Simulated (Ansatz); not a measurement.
# A series in volume scale on La₂O₃

All results are calculated (Ansatz 0.2.0). Free energy against uniform scaling of the volume at fixed shape and fractions; periodic cell, basis, potentials, k mesh and filling as listed.

The cell before it is scaled or strained (space group P321, No. 150):
```
cell vectors (Å)
   3.9300     0.0000     0.0000
  -1.9650     3.4035     0.0000
   0.0000     0.0000     6.1200
atoms (fractions of the cell vectors)
La  0.33333  0.66667  0.25000
La  0.66667  0.33333  0.75000
O   0.25000  0.25000  0.00000
O   0.75000  0.00000  0.00000
O   0.00000  0.75000  0.00000
```

Settings of every row: functional PBEsol; dispersion none; potentials PAW; wave cutoff 470 eV; density cutoff 1880 eV; k mesh 6x6x4; k shift 0x0x0; occupations fermi dirac; smearing width 0.05 eV; spin none.

Limits: coarse k mesh, up to 40 meV an atom off; minimum outside the range.

```csv
row,volume scale,V (Å³/atom),energy above lowest point (meV/atom)
1,0.92,15.062,606.7
2,0.9467,15.499,467.3
3,0.9733,15.935,345.3
4,1,16.372,239
5,1.0267,16.809,?
6,1.0533,17.245,67.7
7,1.08,17.682,0
```

Question: what energy above lowest point should row 5 give?

Worked fit of energy above lowest point. Take u = (V_r/V)^(2/3) − 1 with V_r = 16.154 Å³ an atom, which is twice the finite (Eulerian) strain; such expansions in the strain, on which the Birch-Murnaghan equation of state is built, carry the rest volume and the bulk modulus. The shown rows have u = 0.04777, 0.02798, 0.00914, -0.0089, -0.04263, -0.05847. Least squares give energy above lowest point = 290.2 + 5895.4 × u + 15585 × u² − 6132 × u³ meV/atom; a parabola predicts inner rows, each left out in turn, worse (root mean square 0.28 against 0.12 meV/atom). The rows lie off it by 0.0, 0.1, -0.1, 0.0, 0.0, 0.0. The withheld row has u = -0.02615, so the fit gives 290.2 + 5895.4 × (-0.02615) + 15585 × (-0.02615)² − 6132 × (-0.02615)³ = 146.8 meV/atom.

The calculation gave 147 meV/atom. The fit lies 0.2 meV/atom (0.033 % of the column's range) below it; its largest miss of a shown row is 0.1 meV/atom.
